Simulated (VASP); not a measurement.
Crystal: GeS.

```
Ge S
1.0
    10.48100    0.00000    0.00000
     0.00000    3.64600    0.00000
     0.00000    0.00000    4.29900
Ge S
4 4
Cartesian
  1.2797 0.9115 0.5490
  3.9608 2.7345 2.6985
  6.5202 0.9115 1.6005
  9.2013 2.7345 3.7500
  8.9036 0.9115 2.1594
  6.8179 2.7345 0.0099
  3.6631 0.9115 4.2891
  1.5774 2.7345 2.1396
```

```yaml
Program: VASP 6.6.1
Task: relaxation of cell and atoms
Functional: PBE
Potentials_or_basis: VASP PAW PBE potentials, release 64 (Ge, S)
Cutoff: 300 eV
k_mesh: 2 × 4 × 3
Occupations: gaussian, width 0.03 eV
Spin: no spin polarisation
```

At the start: pressure 2.7 GPa; volume 20.54 Å³/atom.

Q: How do energy, volume and symmetry change on relaxing?

A: Over 13 steps the energy falls by 7.8 meV/atom and the volume is 21.56 Å³/atom (+5.0 %); space group Pnma (No. 62, to 0.05 Å).

The path:
```tsv
step	energy change (eV)	largest force (eV/Å)	pressure (GPa)	volume (Å³)
1	0.0000	0.2224	2.74	164.28
2	-0.0426	0.2450	-1.06	172.78
3	-0.0543	0.1024	0.06	170.00
4	-0.0577	0.0717	0.05	170.40
5	-0.0597	0.0429	0.03	171.04
6	-0.0603	0.0319	0.01	171.22
7	-0.0606	0.0154	-0.01	171.54
8	-0.0610	0.0145	0.00	171.63
9	-0.0618	0.0139	0.03	171.91
10	-0.0621	0.0219	0.08	172.47
11	-0.0622	0.0166	0.06	172.28
12	-0.0623	0.0078	-0.07	172.62
13	-0.0623	0.0063	-0.04	172.52
```

Final structure:
```
Ge S
1.0
    10.71295    0.00000    0.00000
     0.00000    3.72190    0.00000
     0.00000    0.00000    4.32671
Ge S
4 4
Direct
  0.12468 0.25000 0.12760
  0.37532 0.75000 0.62760
  0.62468 0.25000 0.37240
  0.87532 0.75000 0.87240
  0.84954 0.25000 0.50150
  0.65046 0.75000 0.00150
  0.34954 0.25000 0.99850
  0.15046 0.75000 0.49850
```

Caveat: the k mesh is coarse (spacing up to 0.49 Å⁻¹), so the values aren't converged; the cutoff is under 1.25 times the usual one of these potentials, so pressure, stress and relaxed cells hold a basis-set (Pulay) error.
